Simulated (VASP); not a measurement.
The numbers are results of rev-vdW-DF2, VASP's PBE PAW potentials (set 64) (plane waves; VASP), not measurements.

A VASP calculation is set up with these files.

**INCAR**
```
# general
SYSTEM  =CsBr
PREC    =Accurate
ENCUT   =520
LREAL   =.False.
LASPH   =.True.

# electronic loop
EDIFF   =1E-7
NELM    =100
ALGO    =Normal
LMAXMIX =4

# smearing
ISMEAR  =-5

# functional
GGA     =MK
LUSE_VDW=.True.
AGGAC   =0.0
PARAM1  =0.1234568
PARAM2  =0.7114
ZAB_VDW =-1.8867

# ions
ISIF    =2

# output
LWAVE   =.False.
LCHARG  =.True.
LORBIT  =11
NEDOS   =601
```

File POSCAR:
```
CsBr
1
    4.2743615048     0.0000000000    -0.0000000000
    0.0000000000     4.2743615048     0.0000000000
    0.0000000000     0.0000000000     4.2743615048
Cs Br
1 1
Direct
  0.0000000000   0.0000000000   0.0000000000
  0.5000000000   0.5000000000   0.5000000000
```

**KPOINTS**
```
K-points
0
Gamma
 7 7 7
```

POTCAR, in this order: Cs_sv Br (PBE.64 set). Program: vasp_std.

Output

File OSZICAR:
```
       N       E                     dE             d eps       ncg     rms          rms(c)
DAV:   1     0.958845126377E+02    0.95885E+02   -0.65074E+03   480   0.112E+03
DAV:   2     0.414061040233E+01   -0.91744E+02   -0.87070E+02   724   0.178E+02
DAV:   3    -0.231972244476E+01   -0.64603E+01   -0.64429E+01   596   0.553E+01
DAV:   4    -0.238063066800E+01   -0.60908E-01   -0.60892E-01   560   0.629E+00
DAV:   5    -0.238113841534E+01   -0.50775E-03   -0.50761E-03   604   0.563E-01    0.175E+00
DAV:   6    -0.214880785388E+01    0.23233E+00   -0.35786E-01   536   0.311E+00    0.101E+00
DAV:   7    -0.210905973936E+01    0.39748E-01   -0.16659E-01   596   0.217E+00    0.528E-01
DAV:   8    -0.210904366129E+01    0.16078E-04   -0.10128E-02   564   0.728E-01    0.862E-02
DAV:   9    -0.210909790210E+01   -0.54241E-04   -0.14769E-03   608   0.249E-01    0.675E-02
DAV:  10    -0.210914716591E+01   -0.49264E-04   -0.10185E-04   580   0.851E-02    0.119E-02
DAV:  11    -0.210915197616E+01   -0.48103E-05   -0.16323E-05   592   0.299E-02    0.329E-03
DAV:  12    -0.210915199840E+01   -0.22233E-07   -0.28625E-06   580   0.109E-02    0.873E-04
DAV:  13    -0.210915198656E+01    0.11833E-07   -0.88969E-08   404   0.242E-03
   1 F= -.21091520E+01 E0= -.21091520E+01  d E =0.000000E+00
```

**OUTCAR**
```
------------------------ aborting loop because EDIFF is reached ----------------------------------------
  FORCE on cell =-STRESS in cart. coord.  units (eV):
  Direction    XX          YY          ZZ          XY          YZ          ZX
  --------------------------------------------------------------------------------------
  Total        0.0120511      0.0120511      0.0120511     -0.0000000     -0.0000000      0.0000000
  in kB        0.2472424      0.2472424      0.2472424     -0.0000000     -0.0000000      0.0000000
  external PRESSURE =       0.2472424 kB  Pullay stress =       0.0000000 kB
  volume of cell :       78.09
      direct lattice vectors                 reciprocal lattice vectors
     4.274361505  0.000000000  0.000000000     0.233953071  0.000000000  0.000000000
     0.000000000  4.274361505  0.000000000     0.000000000  0.233953071  0.000000000
     0.000000000  0.000000000  4.274361505     0.000000000  0.000000000  0.233953071
 POSITION                                       TOTAL-FORCE (eV/Angst)
 -----------------------------------------------------------------------------------
      0.00000      0.00000      0.00000         0.000000      0.000000      0.000000
      2.13718      2.13718      2.13718         0.000000      0.000000      0.000000
 -----------------------------------------------------------------------------------
    total drift:                                0.000000      0.000000     -0.000000
  FREE ENERGIE OF THE ION-ELECTRON SYSTEM (eV)
  ---------------------------------------------------
  free  energy   TOTEN  =        -2.1091519866 eV

  energy  without entropy=       -2.1091519866  energy(sigma->0) =       -2.10915199

 total charge

# of ion       s       p       d       tot
------------------------------------------
    1        1.828   4.682   0.032   6.543
    2        1.616   3.275   0.002   4.893
--------------------------------------------------
tot          3.444   7.957   0.034  11.436
```
(Selected blocks of OUTCAR.)

The compound is CsBr in the CsCl type structure. It was relaxed first.
